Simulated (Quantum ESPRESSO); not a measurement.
The system is Sr.

```xyz
1
Lattice="0.0000 3.0423 3.0423 3.0423 0.0000 3.0423 3.0423 3.0423 0.0000" Properties=species:S:1:pos:R:3 pbc="T T T"
Sr    0.0000    0.0000    0.0000
```

Base run:

| Property | Result |
| --- | --- |
| Program | Quantum ESPRESSO 7.5 |
| Functional | BLYP |
| Potentials or basis | SG15 PBE 1.2 |
| Cutoff | 925 eV |
| Density cutoff | 3701 eV |
| k mesh | 8 × 8 × 8 |
| Occupations | fermi-dirac, width 0.05 eV |
| Spin | no spin polarisation |

Its results: band gap on the k mesh none (metal or under the smearing width); pressure 0.0 GPa.

After a change of settings the same cell gave: band gap on the k mesh none (metal or under the smearing width); pressure -0.6 GPa. Which change was it?
A. functional from BLYP to AM05
B. functional from BLYP to RPBE
C. functional from BLYP to LDA

A.

AM05 binds more tightly than BLYP, so the same cell stands under less pressure.

Caveats: the potentials were made for another functional, which shifts forces and pressure.

Runs at the PBE level aren't shown here.
